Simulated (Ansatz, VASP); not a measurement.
N in VASP and in Ansatz

File INCAR:

```
ALGO = Normal
EDIFF = 1E-7
ENCUT = 520
GGA = PE
ISIF = 2
ISMEAR = -1
LASPH = T
LCHARG = F
LREAL = F
LWAVE = F
NBANDS = 18
NELM = 60
PREC = Accurate
SIGMA = 0.05
```

KPOINTS

```
k-points
0
Gamma
  7 7 5
```

The input POSCAR:

```
N
1.0
    4.1641619522      0.0000000000      0.0000000000
    0.0000000000      4.1641619522      0.0000000000
    0.0000000000      0.0000000000      5.4507616973
N
4
Direct
    0.4042752000      0.5957248000      0.5000000000
    0.0957248000      0.0957248000      0.0000000000
    0.5957248000      0.4042752000      0.5000000000
    0.9042752000      0.9042752000      0.0000000000
```

The input input.yaml:

```yaml
crystal:
  lattice:
    - [4.1641619522, 0.0, 0.0]
    - [0.0, 4.1641619522, 0.0]
    - [0.0, 0.0, 5.4507616973]
  atoms:
    - { symbol: "N", position: [0.4042752, 0.5957248, 0.5] }
    - { symbol: "N", position: [0.0957248, 0.0957248, 0.0] }
    - { symbol: "N", position: [0.5957248, 0.4042752, 0.5] }
    - { symbol: "N", position: [0.9042752, 0.9042752, 0.0] }
hamiltonian:
  xc: pbe
  pseudopotentials: { kind: paw }
kpoints:
  mp_grid: { grid: [7, 7, 5] }
scf:
  occupations: { method: fermi_dirac, width: 0.05 }
output:
  forces: true
  stress: true
  eigenvalues: true
```

Change from the starting cell: volume scaled by 1.06.

Alike in both runs: task single point; functional PBE; k mesh 7 × 7 × 5; occupations fermi-dirac, width 0.05 eV; no spin polarisation.

```csv
,VASP,Ansatz
version,VASP 6.6.1,Ansatz 0.2.0
potentials or method,"VASP PAW PBE potentials, release 64 (N)",Ansatz PAW
plane-wave cutoff (eV),520,420
valence electrons in the cell,20,20
```

|  | VASP | Ansatz | Ansatz less VASP |
| --- | --- | --- | --- |
| gap on the k mesh at the Fermi level (eV) | 6.77 | 6.81 | +0.039 |
| least direct gap on the mesh (eV) | 6.94 | 6.98 | +0.040 |
| pressure (GPa) | -2.5 | -3.8 | -1.35 |
| largest component of the traceless stress (GPa) | 2.70 | 4.22 | +1.521 |
| rms of the force components (eV/Å) | 1.212 | 1.910 | +0.6979 |

Atom by atom the forces differ by 0.698 eV/Å (rms over components).

Caveats: forces of over 1 eV/Å show positions far from the minimum, so gaps and moduli don't describe the material at rest; the standard files for N, O and F lose accuracy on very short bonds (VASP); an odd mesh through Γ misses points on the zone boundary, where band edges often lie (VASP); odd divisions of the mesh miss points on the zone boundary, where band edges often lie, so the gap on the mesh can be too wide (Ansatz); the pressure holds a Pulay correction of +0.4 GPa for the finite cutoff (Ansatz).
